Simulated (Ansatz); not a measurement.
# Perturbing SiMo3

Base: a structure deposited in the COD, whose atoms a relaxation with PBE at fixed cell left in place.

```
Si Mo
1.0
     4.89300    0.00000    0.00000
     0.00000    4.89300    0.00000
     0.00000    0.00000    4.89300
Si Mo
2 6
Direct
  0.00000 0.00000 0.00000
  0.50000 0.50000 0.50000
  0.25000 0.00000 0.50000
  0.50000 0.75000 0.00000
  0.75000 0.00000 0.50000
  0.50000 0.25000 0.00000
  0.00000 0.50000 0.75000
  0.00000 0.50000 0.25000
```

Atoms are numbered from 1 in the order listed; like atoms form one site, named after its first atom.

Computed with Ansatz: DFT, PBE, plane waves and PAW, scalar-relativistic, 420 eV cutoff, Γ-centred 10×10×10 k-points, Fermi–Dirac smearing 0.05 eV.

Gradients in 10²¹ V/m²:

| site | atoms | V_zz base | η base | V_zz variant | η variant |
| --- | --- | --- | --- | --- | --- |
| Si | 1, 2 | 0.00 | – | 0.84 | 0.02 |
| Mo3 | 3, 4, 5, 6 | 3.91 | 0.00 | 3.23 | 0.77 |
| Mo7 | 7, 8 | 3.91 | 0.00 | 2.08 | 0.00 |

Problem. Which change was made?
A. volume scaled by 1.06, ions relaxed
B. z compressed by 1 %, ions relaxed
C. z stretched by 3 %, ions relaxed
D. volume scaled by 0.98, ions relaxed

Solution. C. It leaves 3 symmetry-distinct sites where the base has 2; another option leaves as many, so the size and sign of the changes have to decide. The largest change of V_zz is on Mo7, from 3.91 to 2.08. In per cent, |V_zz| changes by -47 to -17 on Mo (all sites that start above 2). Where |V_zz| stays above 0.1, η moves most on Mo3, from 0.00 to 0.77.

The run finds no gap above 0.1 eV (a metal, or nearly one), so the gradients can move by 10 % or more with the k-mesh. Without spin–orbit coupling (the program notes it for Mo) the gradients can shift somewhat, as the gap is small.
